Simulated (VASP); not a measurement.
The system is As.

```
As
1.0
     1.88080    1.08588    3.51406
    -1.88080    1.08588    3.51406
     0.00000   -2.17176    3.51406
As
2
Direct
  0.22600 0.22600 0.22600
  0.77400 0.77400 0.77400
```

| Quantity | Value |
| --- | --- |
| Program | VASP 6.6.1 |
| Task | single point |
| Functional | PBEsol |
| Potentials or basis | VASP PAW PBE potentials, release 64 (As) |
| Cutoff | 520 eV |
| k mesh | 9 × 9 × 9 |
| Occupations | fermi-dirac, width 0.05 eV |
| Spin | no spin polarisation |

On this cell: pressure 0.7 GPa; largest force 0.440 eV/Å; band gap on the k mesh none (metal or under the smearing width).

The same run follows on a disturbed copy (atoms moved at random, drawn with an rms of 0.05 Å):

```xyz
2
Lattice="1.8808 1.0859 3.5141 -1.8808 1.0859 3.5141 0.0000 -2.1718 3.5141" Properties=species:S:1:pos:R:3 pbc="T T T"
As   -0.0243   -0.0316    2.3523
As    0.0000    0.0160    8.1497
```

What does the disturbed cell give?

The energy (extrapolated to zero smearing) moves by +9.7 meV/atom; pressure 1.3 GPa; largest force 0.724 eV/Å; band gap on the k mesh none (metal or under the smearing width).

Forces on the atoms (eV/Å):
```
As   0.128  0.289  0.651
As  -0.128 -0.289 -0.651
```

Stress tensor (GPa, compression positive):
```
 0.97 -0.24  0.63
-0.24  2.16  1.35
 0.63  1.35  0.80
```

Caveats: the PAW data sets were made with another functional, which shifts forces and pressure a little.
